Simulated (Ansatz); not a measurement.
# V (Im-3m) in Ansatz: notebook

One crystal, V, is run at these levels: PBEsol; tasks: phonons, elastic constants.

Program: Ansatz 0.2.0. These are calculated values, not measurements. Logs are shortened: lines on timing, memory, paths and dates and some standing lists are left out, and cuts for length are marked.

### 1 The crystal as given

Symmetry: Im-3m, No. 229, cubic system. The conventional cell has a = 3.029 Å, b = 3.029 Å, c = 3.029 Å, α = 90.00°, β = 90.00°, γ = 90.00°. V (site symmetry m-3m) is surrounded by 8 V at 2.62 Å.

### 2 Phonons, PBEsol, collinear spin, ferromagnetic start

Input file input.yaml:

```yaml
crystal:
  lattice:
    - [-1.51435, 1.51435, 1.51435]
    - [1.51435, -1.51435, 1.51435]
    - [1.51435, 1.51435, -1.51435]
  atoms:
    - { symbol: V, position: [0.0, 0.0, 0.0], spin: 2.0 }
hamiltonian:
  xc: pbesol
  pseudopotentials: { kind: paw }
magnetization:
  spin_polarized: true
kpoints:
  mp_grid: { grid: [10, 10, 10] }
scf:
  occupations: { method: fermi_dirac, width: 0.05 }
phonons:
  method: dfpt
  qmesh: [2, 2, 2]
  temperatures: { t_max: 1000, t_step: 100 }
  qpath:
    path:
      - [[0.0, 0.0, 0.0], [0.5, -0.5, 0.5], [0.0, 0.0, 0.5], [0.0, 0.0, 0.0], [0.25, 0.25, 0.25], [0.5, -0.5, 0.5]]
      - [[0.25, 0.25, 0.25], [0.0, 0.0, 0.5]]
    npoints: 8
```

Potentials or basis: Ansatz PAW.

Started as:

```
ansatz run input.yaml --threads 2 --pin off --max-ram 5632MiB --backend cpu --events-out ev --progress --plain --runs-dir out
```

What it wrote:

```text
Warning: RAYON_NUM_THREADS=2 ignored (pool sized by the plan → 2); use --threads N
Engine: ansatz 0.2.0, x86_64-unknown-linux-gnu
Pseudopotentials: kind: paw
Pseudopotential: V, paw, valence charge 13, recommended cutoff 420 eV (normal), V.paw.azcp
Functional definition: PBEsol
  exchange = pbesol_x
  correlation = pbesol_c
Crystal: 1 atoms, lattice volume = 13.891 Å³
Basis set: ecut = 420 eV, 249 PW (Γ), exchange–correlation on 36×36×36 points (8 copies of the dense FFT grid, shifted against one another)
Bands: 12, of which v1, the nominal top of the filled ones, is band 7 counted from 1 (6 counted from 0)
Symmetry: 48 space group operations
Space group: Im-3m (ITA 229), of the structure as read, at distance tolerance 2.4e-5 Å
Magnetic group: BNS 229.140 (UNI 1642), of the structure as read, at distance tolerance 2.4e-5 Å
k-points: 47 of 1000
Non-local potential: V, projectors of the file, l = 0: 3, l = 1: 2, l = 2: 3, l = 3: 1
PAW form: soft (Blöchl's): semilocal exchange-correlation on the pseudo side does not see the compensation charge
PAW frozen core: V, regenerated for the run's functional, and the local potential with it (the file was generated under x = pbe(κ = 0.804, μ = 0.2195149727645171), c = pbe(β = 0.06672455060314922))
PAW one-centre angular grid: V, 590 points (default); XC on 64 Gauss nodes
Initial density: superposition of atomic densities (chi_scale 0.1, normalization cell)
Starting moments: Σ|m| = 2 μB on 1 of 1 site
Initial wavefunctions: pseudopotential atomic-orbital guess
Functional: x = pbesol(κ = 0.804, μ = 0.12345679012345678), c = pbesol(β = 0.046)
SCF 1 converged in 10 iterations: F = -2885.260933 eV  dr2 = 4.95e-11
Bands: 11, of which v1, the nominal top of the filled ones, is band 7 counted from 1 (6 counted from 0)
Initial density: read from a saved state, or passed on in memory by an earlier SCF of this step, an earlier step, the calling program or the single point that the run made first
Stability of the state it starts from, as read at its close in the collinear treatment: not read negative (Ritz values of 1 − χ₀K, real part plus size of imaginary part, from 0.55 to 0.58, by its mixing steps under the symmetry group of the SCF that read it); its run was given moments
iter 1 solved again at ethr=1.72e-9 eV; its pass at ethr=3.10e-3 eV (dr2=2.23e-7 eV) is discarded
SCF iter   1: F=—  HF=-2885.260933 eV  |F-HF|=—  |Δ(HF+E_count)|=         —  Δρ=3.07e-7 (↑3.07e-7 ↓3.07e-7)  dr2=4.89e-11  dr2_m=0.00e0  M=0.000 μB ∫|m|=0.000 μB  β_m=0.30  ethr=1.72e-9  ⟨swp⟩=3.1  Hψ=4030  notcnv=0
preconditioner: auto → none  [metal: Δε(μ)=0.046 eV  Ē_g=6.523 eV  σ=0.050 eV  W_gap=0.22  n_scr=0 (ndim 8)  ℏωp=22.3 eV  f_vac=0.000  D(μ)=1.62/eV (n_scr^D=18)]
SCF iter   2: F=-2885.260933 eV  HF=-2885.260933 eV  |F-HF|=9.09e-13  |Δ(HF+E_count)|=  5.64e-10  Δρ=6.30e-8 (↑6.30e-8 ↓6.30e-8)  dr2=1.80e-12  dr2_m=0.00e0  M=0.000 μB ∫|m|=0.000 μB  ethr=1.00e-12  ⟨swp⟩=2.8  Hψ=1883  notcnv=0
SCF 2 converged in 2 iterations: F = -2885.260933 eV  dr2 = 1.80e-12
NSCF: frozen V_eff on 47 k-points
NSCF: frozen V_eff on 102 k-points
DFPT response loops at q = (0, 0, 0) (fractional): preconditioner auto → Kerker (q_TF=auto, 2.698 Å⁻¹) (partly filled bands, converged f_vac=0.000); β = 1.00, the filter's whole step (`scf.mixing.beta` (0.30) is not read by the response loops under this deck's `scf.mixing.preconditioner`; to damp them name `kerker` or `kerker_dos`, under which they read `scf.mixing.beta`, and type it under 1.00, their step now; both keys bind the ground state too); Broyden in place of MSR1
NSCF: frozen V_eff on 564 k-points
DFPT response loops at q = (0, 0, -0.5) (fractional): mixed as the last ones told, above
NSCF: frozen V_eff on 204 k-points
DFPT response loops at q = (-0.5, -0.5, -0.5) (fractional): mixed as the last ones told, above
SCF converged after 2 iterations
Magnetization: 0.0000 μB (6.5000 up, 6.5000 down)
Absolute magnetization: 0.0000 μB (∫|ρ↑−ρ↓|)
Spin contamination: 0.0000 ħ² per cell (⟨S²⟩ above its minimum at these occupations)
Per-site moments (μB) at R_I (Å): [(0.0, 1.081959095432296)]
Free energy (F): -2885.260933 eV
Harris-Foulkes:  -2885.260933 eV  (|F-HF|=9.09e-13)
Internal energy: -2885.247169 eV  (E = F + TS)
E sigma→0 (E₀):  -2885.254051 eV
Entropy (-TS):   -0.013765 eV (-13.765 meV/atom)
Fermi energy:    15.790570 eV
--- Per-component energies (eV) ---
  E_band       = -153.205780
  E_kinetic    = 335.149206
  E_local      = -915.054414  (includes V_loc(G=0)·N_el)
  E_nonlocal   = -44.395303
  E_hartree    = 416.067833
  E_xc         = -129.164808
  E_vxc        = -164.436700  (∫ρ·V_xc dr)
  E_paw        = -1085.949808  (= ΣΔE_a)
  E_vpaw       = -196.604442  (= ΣTr[D̂ρ^β])
  E_aug_tail   = 0.000251  (compensation charges beyond the density's cutoff)
  E_ewald      = -1462.049804
  E_core_change = 0.149679  (= ΣΔE_core)
  E_smearing   = -0.013765  (= −TS)
  E_closure    = 0.000000  (closes the sum)
  Σ components = -2885.260933   (vs F -2885.260933, Δ=0.00e0)
--- Band table (eV; the first three rows and the last of 94) ---
  k-point 0 ↑: bands = ["-47.7290", "-21.1742", "-21.1742", "-21.1742", "9.2698", "16.1823", "16.1823", "16.1823", "18.1121", "18.1121", "36.0967"]
  k-point 1 ↑: bands = ["-47.7122", "-21.2564", "-21.1995", "-21.1747", "9.6577", "16.0225", "16.1393", "16.4578", "17.9456", "18.1242", "35.2868"]
  k-point 2 ↑: bands = ["-47.6682", "-21.4682", "-21.2653", "-21.1761", "10.7116", "15.6254", "15.9072", "17.2269", "17.7711", "18.1748", "33.0222"]
  k-point 46 ↓: bands = ["-47.4279", "-21.7420", "-21.7420", "-21.7420", "12.9154", "12.9154", "19.3781", "19.3781", "19.3781", "25.6907", "25.6907"]
--- Phonons (Γ-DFPT): 1 representative perturbation + reference (Σ response iterations 3) ---
  ASR residual: 2.706e-4 → 0.000e0 eV/Å²; symmetrization residual: 1.213e-12 eV/Å²
  ASR residual per site (eV/Å²): 2.71e-4
  Γ frequencies (cm⁻¹): 0.00 0.00 0.00
--- Phonons (arbitrary-q DFPT): 3 irreducible q on the 2×2×2 mesh ---
  q = [0.0000, 0.0000, 0.0000] (star 1, of the zone-centre solve; hermiticity 2.14e-9, symmetrization 4.48e-9): -0.00 -0.00 -0.00
  q = [0.0000, 0.0000, -0.5000] (star 6, 2 solved perturbations in 453 linear systems a pass and spin channel, the states on 282 of 1000 k-point pairs; hermiticity 4.53e-14, symmetrization 2.04e-13): 117.62 162.87 231.51
  q = [-0.5000, -0.5000, -0.5000] (star 1, 1 solved perturbation on 102 of 1000 k-point pairs; hermiticity 7.23e-14, symmetrization 2.46e-13): 220.39 220.39 220.39
  sum rule: each row above includes the acoustic sum rule's correction from the zone centre's row sums; it moved no ω² by more than (1.20 cm⁻¹)²
  mesh force constants: q→R imaginary residual 0.00e0; ASR residual 2.706e-4 → 0.000e0 eV/Å²; symmetrization residual 6.217e-15 eV/Å²
  interpolated dispersion: 50 rows × 3 modes
  density of states and harmonic sums: on the 30×30×30 q-mesh, interpolated from the force constants of a 2×2×2 supercell (no non-analytic term)
  largest difference from the sums on the solved wave vectors: F 6.19e-2 eV, S 9.21e-5 and C_V 3.02e-5 eV/K
  zero-point energy: 0.030790 eV/cell   skipped modes (ω ≤ 0): 30, of them read as no rigid motion or as one in doubt: 27 (2.444e-2 modes/cell left out, lowest -48.22 cm⁻¹)   left out of the sums: 8.19e-3 of the cell's modes: C_V's classical limit lies that fraction below 3 k_B per atom; for a crystal, a wire or a layer, F and S can be off by more, and a phonons.interpolated_qmesh denser along its periods is the remedy for the sampling
```

phbands.tsv:

```text
# q_distance	omega_0_inv_cm	omega_1_inv_cm	omega_2_inv_cm	omega_0_thz	omega_1_thz	omega_2_thz
# format = ansatz-phbands/1
# published_state_doubts = stability_check_not_made
# lo_to_splitting: not included (the non-analytic LO-TO correction is not applied to the interpolated dynamical matrix; polar crystals: no LO-TO splitting at GAMMA, and LO and other optical branches, acoustic branches and sound speeds, and with them the density of states and the thermodynamics, can be off between the wave vectors that the force constants were sampled on, most near GAMMA; a larger extent of the force constants narrows that region and is not shown to mend the acoustic slopes)
# jumps = 41
# n_points = 50
0.000000	0.000000	0.000000	0.000000	0.000000	0.000000	0.000000
0.259319	-29.978236	63.205710	63.205710	-0.898725	1.894860	1.894860
0.518637	-47.611757	120.171164	120.171164	-1.427365	3.602641	3.602641
0.777956	-31.948968	165.836013	165.836013	-0.957806	4.971639	4.971639
1.037274	74.334002	197.336058	197.336058	2.228477	5.915986	5.915986
1.296593	132.538413	214.682907	214.682907	3.973402	6.436032	6.436032
[... 36 lines left out ...]
8.601627	186.649335	186.649335	186.649335	5.595606	5.595606	5.595606
8.731286	181.774700	188.462911	188.552314	5.449468	5.649976	5.652656
8.860945	173.962565	187.404024	193.869228	5.215267	5.618231	5.812053
8.990605	163.671509	183.956683	201.564704	4.906748	5.514883	6.042758
9.120264	151.731052	178.878230	210.280419	4.548782	5.362634	6.304048
9.249923	139.386926	173.154056	218.648987	4.178715	5.191028	6.554932
9.379583	128.315390	167.902903	225.500403	3.846799	5.033602	6.760332
9.509242	120.478882	164.207171	229.964637	3.611866	4.922807	6.894166
9.638901	117.623970	162.874552	231.511846	3.526278	4.882856	6.940551
```

It took 10 s on 2 threads of AMD EPYC 7R13 (Zen 3), shared host; peak memory 0.55 GiB.

Results:

```yaml
Free_energy: -2885.2609 eV
Band_gap_on_the_k_mesh: none (metal or under the smearing width)
Net_moment: 0.00 μB per cell
Absolute_moment: 0.00 μB per cell
Highest_phonon_frequency: 232 cm⁻¹
```

Levels at points of the mesh, in eV from the Fermi level:
Spin up:
| k point | band 4 | band 5 | band 6 | band 7 | band 8 | band 9 |
| --- | --- | --- | --- | --- | --- | --- |
| (0.00, 0.00, 0.00) | -36.96 | -6.52 | 0.39 | 0.39 | 0.39 | 2.32 |
| (0.00, 0.00, -0.50) | -36.97 | -3.09 | -1.09 | 1.54 | 2.32 | 2.66 |
| (-0.50, -0.50, -0.50) | -37.53 | -2.88 | -2.88 | 3.59 | 3.59 | 3.59 |
Spin down:
| k point | band 2 | band 3 | band 4 | band 5 | band 6 | band 7 | band 8 | band 9 | band 10 | band 11 |
| --- | --- | --- | --- | --- | --- | --- | --- | --- | --- | --- |
| (0.00, 0.00, 0.00) | -36.96 | -36.96 | -36.96 | -6.52 | 0.39 | 0.39 | 0.39 | 2.32 | 2.32 | 20.31 |
| (0.00, 0.00, -0.50) | -37.79 | -37.22 | -36.97 | -3.09 | -1.09 | 1.54 | 2.32 | 2.66 | 3.97 | 9.78 |
| (-0.50, -0.50, -0.50) | -37.53 | -37.53 | -37.53 | -2.88 | -2.88 | 3.59 | 3.59 | 3.59 | 9.90 | 9.90 |

Phonon frequencies in cm⁻¹ (negative: imaginary):
| q point | frequencies |
| --- | --- |
| (0.000, 0.000, 0.000) | 0 0 0 |
| (0.000, 0.000, -0.500) | 118 163 232 |
| (-0.500, -0.500, -0.500) | 220 220 220 |

Caveat: the q mesh is small, so phonon branches between its points and thermal values are rough; the PAW data sets come from PBE, with cores solved anew for the run's functional, which leaves a small shift of forces and pressure.

### 3 Elastic constants, PBEsol, collinear spin, ferromagnetic start

Input file input.yaml:

```yaml
crystal:
  lattice:
    - [-1.51435, 1.51435, 1.51435]
    - [1.51435, -1.51435, 1.51435]
    - [1.51435, 1.51435, -1.51435]
  atoms:
    - { symbol: V, position: [0.0, 0.0, 0.0], spin: 2.0 }
hamiltonian:
  xc: pbesol
  pseudopotentials: { kind: paw }
magnetization:
  spin_polarized: true
kpoints:
  mp_grid: { grid: [10, 10, 10] }
scf:
  occupations: { method: fermi_dirac, width: 0.05 }
output:
  forces: true
  stress: true
elastic:
  mode: clamped_ion
  stencil: two_point
```

Potentials or basis: Ansatz PAW.

Started as:

```
ansatz run input.yaml --threads 2 --pin off --max-ram 5632MiB --backend cpu --events-out ev --progress --plain --runs-dir out
```

Wall time 5.1 s (2 threads of AMD EPYC 7R13 (Zen 3), shared host); peak memory 0.38 GiB.

It converged, with:

```
Free energy                     : -2885.2609 eV
Pressure                        : -11.4 GPa
Band gap on the k mesh          : none (metal or under the smearing width)
Net moment                      : 0.00 μB per cell
Absolute moment                 : 0.00 μB per cell
Elastic constants C11, C12, C44 : 252, 108, 29 GPa
Voigt bulk modulus              : 156 GPa
```

Levels at points of the mesh, in eV from the Fermi level:
Spin up:
```
              k point  band 3  band 4  band 5  band 6  band 7  band 8  band 9  band 10
   (0.00, 0.00, 0.00)  -36.96  -36.96   -6.52    0.39    0.39    0.39    2.32     2.32
  (0.00, 0.00, -0.50)  -37.22  -36.97   -3.09   -1.09    1.54    2.32    2.66     3.97
(-0.50, -0.50, -0.50)  -37.53  -37.53   -2.88   -2.88    3.59    3.59    3.59     9.90
```
Spin down:
```tsv
k point	band 2	band 3	band 4	band 5	band 6	band 7	band 8	band 9	band 10	band 11
(0.00, 0.00, 0.00)	-36.96	-36.96	-36.96	-6.52	0.39	0.39	0.39	2.32	2.32	20.31
(0.00, 0.00, -0.50)	-37.79	-37.22	-36.97	-3.09	-1.09	1.54	2.32	2.66	3.97	9.78
(-0.50, -0.50, -0.50)	-37.53	-37.53	-37.53	-2.88	-2.88	3.59	3.59	3.59	9.90	9.90
```

Elastic tensor in Voigt notation (GPa, in the Cartesian axes of the cell as first typed):
```
252 108 108   0   0   0
108 252 108   0   0   0
108 108 252   0   0   0
  0   0   0  29   0   0
  0   0   0   0  29   0
  0   0   0   0   0  29
```

Caveat: the cell is more than 3 GPa from zero pressure, which shifts response properties; elastic constants of metals need much finer meshes, so these are rough; the PAW data sets come from PBE, with cores solved anew for the run's functional, which leaves a small shift of forces and pressure.
